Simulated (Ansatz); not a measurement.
Molecular dynamics on a 2×2×1 supercell (12 atoms) of TiSe2 (CdI2 type), relaxed with r2SCAN+rVV10. Forces come from r2SCAN in Ansatz: a Langevin thermostat at fixed volume, 200 K, steps of 1 fs. Classical nuclei, no spin polarisation; a few dozen steps show the first response, not equilibrium.

```yaml
crystal:
  lattice:
    - [7.0815772481, 1.0e-10, 0.0]
    - [-3.5407886241, 6.1328257957, 0.0]
    - [0.0, 0.0, 6.0906296798]
  atoms:
    - { symbol: Ti, position: [0.0, 0.0, 0.0] }
    - { symbol: Se, position: [0.1666666667, 0.3333333333, 0.2499867418] }
    - { symbol: Se, position: [0.3333333333, 0.1666666667, 0.7500132582] }
    - { symbol: Ti, position: [0.0, 0.5, 0.0] }
    - { symbol: Se, position: [0.1666666667, 0.8333333333, 0.2499867418] }
    - { symbol: Se, position: [0.3333333333, 0.6666666667, 0.7500132582] }
    - { symbol: Ti, position: [0.5, 0.0, 0.0] }
    - { symbol: Se, position: [0.6666666667, 0.3333333333, 0.2499867418] }
    - { symbol: Se, position: [0.8333333333, 0.1666666667, 0.7500132582] }
    - { symbol: Ti, position: [0.5, 0.5, 0.0] }
    - { symbol: Se, position: [0.6666666667, 0.8333333333, 0.2499867418] }
    - { symbol: Se, position: [0.8333333333, 0.6666666667, 0.7500132582] }
kpoints:
  mp_grid: { grid: [3, 3, 3] }
hamiltonian:
  xc: r2scan
scf:
  occupations: { method: fermi_dirac, width: 0.02 }
md:
  ensemble: nvt_langevin
  temperature: 200
  timestep: 1.0
  n_steps: 20
  initial_velocities: maxwell_boltzmann
  seed: 2316
```

Command: `ansatz run input.yaml --threads 4 --pin off --max-ram 3686MiB --backend cpu --events-out ev --progress --plain --runs-dir out`.

Question: What wall time did it need on 4 threads of Arm Neoverse V1, on a shared host, and how much host memory at the peak?

Answer: About 6.8 min, with a peak of 1.7 GiB.

```
step  t (fs)  T (K)  free energy F from step 0 (meV/atom)  kinetic energy (meV/atom)  largest force (eV/Å)
   0       0    183                                   0.0                       23.7                  0.02
   1       1    188                                   0.0                       24.3                  0.07
   2       2    183                                   0.1                       23.7                  0.12
   3       3    174                                   0.2                       22.5                  0.16
   4       4    169                                   0.4                       21.9                  0.21
   5       5    164                                   0.6                       21.2                  0.26
   6       6    176                                   0.8                       22.8                  0.30
   7       7    177                                   1.1                       22.9                  0.35
   8       8    164                                   1.4                       21.2                  0.40
   9       9    162                                   1.8                       20.9                  0.45
  10      10    155                                   2.1                       20.0                  0.49
  11      11    152                                   2.5                       19.7                  0.53
  12      12    154                                   3.0                       19.9                  0.58
  13      13    160                                   3.4                       20.6                  0.63
  14      14    169                                   4.0                       21.8                  0.68
  15      15    172                                   4.6                       22.2                  0.73
  16      16    165                                   5.2                       21.4                  0.79
  17      17    145                                   5.9                       18.7                  0.84
  18      18    144                                   6.6                       18.6                  0.89
  19      19    134                                   7.3                       17.4                  0.95
  20      20    131                                   7.9                       17.0                  1.00
```

The temperature goes from 183 K to 131 K in 20 fs. The thermostat hasn't had time to restore it. By the last step the atoms have moved 0.05 Å in the root mean square, the drift of the whole cell taken out, 0.09 Å at most.

Positions (Å) and forces (eV/Å) at step 20:
```
Ti   0.055   0.023  -0.005    -0.374  -0.277  -0.104
Se  -0.036   2.028   1.435     0.258   0.039   0.964
Se   1.743   0.995   4.578     0.203   0.066  -0.292
Ti  -1.745   3.060   0.028    -0.214  -0.183  -0.542
Se  -1.758   5.115   1.511    -0.079   0.122   0.356
Se   0.003   4.114   4.544     0.020  -0.078   0.165
Ti   3.508   0.019   0.017     0.154  -0.254  -0.204
Se   3.546   2.052   1.505    -0.028   0.044   0.282
Se   5.306   1.013   4.607     0.029   0.223  -0.269
Ti   1.790   3.111   0.005    -0.065   0.290  -0.124
Se   1.749   5.093   1.511     0.101  -0.066   0.149
Se   3.529   4.065   4.606    -0.007   0.074  -0.381
```
